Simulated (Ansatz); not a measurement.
# Property card for Zr

The calculation used Ansatz 0.2.0, DFT PBEsol, scalar-relativistic, plane waves, PAW.

Settings: cutoff 420 eV, Γ-centred mesh 18×18×8 on the computed 2-atom cell, Gaussian smearing of 0.10 eV; no spin polarisation.

The structure is relaxed at this level of theory with its symmetry kept.

```cif
data_structure
_symmetry_space_group_name_H-M 'P6_3/mmc'
_symmetry_Int_Tables_number 194
_cell_length_a 3.1859
_cell_length_b 3.1859
_cell_length_c 5.1119
_cell_angle_alpha 90.000
_cell_angle_beta 90.000
_cell_angle_gamma 120.000
_cell_volume 44.93
loop_
_atom_site_label
_atom_site_type_symbol
_atom_site_symmetry_multiplicity
_atom_site_Wyckoff_symbol
_atom_site_fract_x
_atom_site_fract_y
_atom_site_fract_z
_atom_site_occupancy
Zr1 Zr 2 c 0.33333 0.66667 0.25000 1
```

(1) Formation energy from the elements' standard states (uncorrected)?

(2) Density of states at the Fermi level?

(3) Löwdin character within 0.5 eV of the Fermi level?

(4) Bulk modulus?

(5) Its pressure derivative?

(6) Bader charges (e)?

Answers

(1) 0.000 eV/atom.

(2) 2.02 states/eV per cell.

(3) Zr 4d 90 %, unprojected 4 %.

(4) 98 GPa.

(5) 2.9.

(6) Zr (2 in the cell) 0.00.